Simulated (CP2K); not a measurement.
Crystal: SnTe.

```
Te Sn
1.0
     4.45597    0.00000    0.00000
     2.22799    3.85899    0.00000
     2.22799    1.28633    3.63829
Te Sn
1 1
Direct
  0.50000 0.50000 0.50000
  0.00000 0.00000 0.00000
```

Base run:

| Item | Value |
| --- | --- |
| Program | CP2K 2026.2 |
| Functional | PBE |
| Potentials or basis | POTENTIAL_UZH Te GTH-PBE-q6, Sn GTH-PBE-q4; TZVP-MOLOPT-PBE-GTH basis |
| Density cutoff | 6123 eV |
| k mesh | 7 × 7 × 7 |
| Occupations | fermi-dirac, width 0.05 eV |
| Spin | no spin polarisation |

Its results: pressure 3.0 GPa.

Problem. The run is repeated on the same cell with these changes: functional from PBE to PBEsol; occupations from fermi-dirac, width 0.05 eV to fermi-dirac, width 0.0259 eV. What comes out?

Solution. Pressure 1.8 GPa.

Caveats: the basis of atomic orbitals isn't converged, which shifts pressures, moduli and gaps; the potentials were made for another functional, which shifts forces and pressure (some runs).

Not every run made on this cell is shown here.
